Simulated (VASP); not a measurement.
A VASP calculation is set up with these files.

File POSCAR:
```
SrF2
1
    0.0000000000     2.9580000000     2.9580000000
    2.9580000000     0.0000000000     2.9580000000
    2.9580000000     2.9580000000     0.0000000000
Sr F
1 2
Direct
 -0.0118323191   0.0118323191   0.0287356322
  0.2500000000   0.2500000000   0.2500000000
  0.7500000000   0.7500000000   0.7500000000
```

INCAR:
```
SYSTEM = SrF2
PREC = Accurate
ENCUT = 520
EDIFF = 1E-6
NELM = 100
ALGO = Normal
LREAL = .FALSE.
LASPH = .TRUE.
ISMEAR = 0
SIGMA = 0.05
GGA = PE
LMAXMIX = 4
LWAVE = .FALSE.
LCHARG = .FALSE.
ISIF = 2
IBRION = 2
NSW = 40
EDIFFG = 0.01
```

File KPOINTS:
```
Automatic mesh
0
Gamma
5 5 5
0 0 0
```

POTCAR, in this order: Sr_sv F (PBE.64 set). Program: vasp_std.

The run wrote:

File standard output:
```
 POSCAR found type information on POSCAR SrF
 POSCAR found :  2 types and       3 ions
 Reading from existing POTCAR
 Reading from existing POTCAR
 LDA part: xc-table for (Slater+PW92), standard interpolation
 POSCAR, INCAR and KPOINTS ok, starting setup
 WAVECAR not read
 entering main loop
       N       E                     dE             d eps       ncg     rms          rms(c)
DAV:   1     0.146850273370E+03    0.14685E+03   -0.14037E+04  1248   0.145E+03
DAV:   2    -0.124358456319E+02   -0.15929E+03   -0.15504E+03  1616   0.311E+02
DAV:   3    -0.184068945712E+02   -0.59710E+01   -0.59630E+01  1768   0.629E+01
DAV:   4    -0.186172878102E+02   -0.21039E+00   -0.21037E+00  1744   0.846E+00
DAV:   5    -0.186207363279E+02   -0.34485E-02   -0.34485E-02  1712   0.101E+00    0.143E+01
DAV:   6    -0.170129082230E+02    0.16078E+01   -0.85863E+00  1248   0.201E+01    0.121E+01
DAV:   7    -0.170097755097E+02    0.31327E-02   -0.22354E-01  1648   0.420E+00    0.637E+00
DAV:   8    -0.170295023218E+02   -0.19727E-01   -0.44758E-02  1664   0.258E+00    0.532E-01
DAV:   9    -0.170372876434E+02   -0.77853E-02   -0.10354E-02  1712   0.725E-01    0.343E-01
DAV:  10    -0.170387656266E+02   -0.14780E-02   -0.13087E-03  1304   0.279E-01    0.903E-02
DAV:  11    -0.170389773771E+02   -0.21175E-03   -0.18741E-04  1504   0.947E-02    0.224E-02
DAV:  12    -0.170389990564E+02   -0.21679E-04   -0.33442E-05  1456   0.396E-02    0.190E-02
DAV:  13    -0.170389984808E+02    0.57553E-06   -0.29980E-06  1688   0.141E-02
   1 F= -.17038998E+02 E0= -.17038998E+02  d E =-.170390E+02
 curvature:   0.00 expect dE= 0.000E+00 dE for cont linesearch  0.000E+00
 trial: gam= 0.00000 g(F)=  0.146E-01 g(S)=  0.000E+00 ort = 0.000E+00 (trialstep = 0.100E+01)
 search vector abs. value=  0.146E-01
 bond charge predicted
       N       E                     dE             d eps       ncg     rms          rms(c)
DAV:   1    -0.170472493882E+02   -0.82503E-02   -0.26192E+00  1248   0.155E+01    0.604E-01
DAV:   2    -0.170518200322E+02   -0.45706E-02   -0.57845E-02  1728   0.229E+00    0.475E-01
DAV:   3    -0.170516475221E+02    0.17251E-03   -0.10080E-03  1752   0.236E-01    0.267E-01
DAV:   4    -0.170515913649E+02    0.56157E-04   -0.25629E-04  1824   0.171E-01    0.348E-02
DAV:   5    -0.170515976772E+02   -0.63123E-05   -0.40919E-05  1440   0.524E-02    0.110E-02
DAV:   6    -0.170515971245E+02    0.55267E-06   -0.23767E-06  1344   0.185E-02
   2 F= -.17051597E+02 E0= -.17051597E+02  d E =-.125986E-01
 trial-energy change:   -0.012599  1 .order   -0.012619   -0.014572   -0.010665
 step:   3.7300(harm=  3.7300)  dis= 0.03674  next Energy=   -17.066175 (dE=-0.272E-01)
 bond charge predicted
       N       E                     dE             d eps       ncg     rms          rms(c)
DAV:   1    -0.170329024988E+02    0.18695E-01   -0.19520E+01  1248   0.421E+01    0.155E+00
DAV:   2    -0.170688702504E+02   -0.35968E-01   -0.45098E-01  1704   0.636E+00    0.124E+00
DAV:   3    -0.170675220125E+02    0.13482E-02   -0.85737E-03  1776   0.691E-01    0.723E-01
DAV:   4    -0.170670332225E+02    0.48879E-03   -0.17763E-03  1880   0.454E-01    0.128E-01
DAV:   5    -0.170670836279E+02   -0.50405E-04   -0.31919E-04  1416   0.150E-01    0.323E-02
DAV:   6    -0.170670802628E+02    0.33650E-05   -0.23732E-05  1768   0.579E-02    0.779E-03
DAV:   7    -0.170670810685E+02   -0.80571E-06   -0.56255E-06  1488   0.200E-02
   3 F= -.17067081E+02 E0= -.17067081E+02  d E =-.280826E-01
 curvature:  -1.87 expect dE=-0.391E-03 dE for cont linesearch -0.993E-04
 trial: gam=-0.04604 g(F)=  0.210E-03 g(S)=  0.000E+00 ort = 0.881E-03 (trialstep = 0.155E+01)
 search vector abs. value=  0.160E-03
 reached required accuracy - stopping structural energy minimisation
```

### OUTCAR
```
------------------------ aborting loop because EDIFF is reached ----------------------------------------
  FORCE on cell =-STRESS in cart. coord.  units (eV):
  Direction    XX          YY          ZZ          XY          YZ          ZX
  --------------------------------------------------------------------------------------
  Total       -0.5200886     -0.5198789     -0.5187834     -0.0294318      0.0000000      0.0000000
  in kB      -16.0976842    -16.0911945    -16.0572862     -0.9109681      0.0000000      0.0000000
  external PRESSURE =     -16.0820550 kB  Pullay stress =       0.0000000 kB
  volume of cell :       51.76
      direct lattice vectors                 reciprocal lattice vectors
     0.000000000  2.958000000  2.958000000    -0.169033130  0.169033130  0.169033130
     2.958000000  0.000000000  2.958000000     0.169033130 -0.169033130  0.169033130
     2.958000000  2.958000000  0.000000000     0.169033130  0.169033130 -0.169033130
 POSITION                                       TOTAL-FORCE (eV/Angst)
 -----------------------------------------------------------------------------------
      0.04653      2.97571      2.95800        -0.032950     -0.004574     -0.000000
      1.51574      1.49515      1.48674         0.016475      0.002287     -0.036662
      4.47374      4.45315      4.42926         0.016475      0.002287      0.036662
 -----------------------------------------------------------------------------------
    total drift:                                0.000279      0.000811     -0.000003
  FREE ENERGIE OF THE ION-ELECTRON SYSTEM (eV)
  ---------------------------------------------------
  free  energy   TOTEN  =       -17.0670810685 eV

  energy  without entropy=      -17.0670810685  energy(sigma->0) =      -17.06708107

 reached required accuracy - stopping structural energy minimisation
```
(Selected blocks of OUTCAR.)

Task: The run ends quietly. Is anything wrong with it?

Result: The cause: EDIFFG is positive, so the stop tests the energy change and not the forces. The run ends without an error. Against the sound run, the energy per atom (σ→0) stays essentially unchanged; the pressure rises by 0.01 GPa; the largest force rises by 0.036 eV/Å; the band gap hardly moves. To mend it, set EDIFFG = -0.01.

The mended run (PBE GGA, plane waves, VASP's PBE PAW potentials (set 64)) converges, and its OSZICAR ends with
```
   6 F= -.17067525E+02 E0= -.17067525E+02  d E =-.335886E-03
```

The compound is SrF2 in the fluorite structure. In the starting cell atoms are displaced from their ideal sites.
